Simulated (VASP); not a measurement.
A run of VASP 6.6.1 is set up as follows.

File INCAR:

```
SYSTEM = Fe
ALGO = Normal
EDIFF = 1E-8
ENCUT = 520
GGA = PE
IBRION = 6
ISIF = 3
ISMEAR = 0
ISPIN = 2
LASPH = .True.
LCHARG = .False.
LMAXMIX = 4
LORBIT = 11
LREAL = .False.
LWAVE = .False.
MAGMOM = 2.5
NBANDS = 14
NELM = 100
NFREE = 2
NSW = 1
POTIM = 0.015
PREC = Accurate
SIGMA = 0.1
```

Contents of KPOINTS:

```
k-points
0
Gamma
  4 4 4
  0 0 0
```

File POSCAR:

```
Fe                                      
1.0
   -1.4074842561      1.4074842561      1.4074842561
    1.4074842561     -1.4074842561      1.4074842561
    1.4074842561      1.4074842561     -1.4074842561
  Fe            
     1
Direct
     0.0000000000000000    0.0000000000000000    0.0000000000000000
```

Potentials or basis: VASP PAW PBE potentials, release 64 (Fe).

Launch:

```bash
$ cat potpaw_PBE.64/Fe/POTCAR > POTCAR
$ mpirun -np 1 vasp_std > vasp.out
```

Task: Predict the site moments.

Result: Fe +1.98 μB.

Task: Predict the net moment.

Result: 2.00 μB per cell.

Clamped-ion elastic tensor (GPa):
```
157 241 241   0   0   0
241 157 241   0   0   0
241 241 157   0   0   0
  0   0   0  30   0   0
  0   0   0   0  30   0
  0   0   0   0   0  30
```

Caveat: the k mesh is coarse (spacing up to 0.79 Å⁻¹), so the values aren't converged.
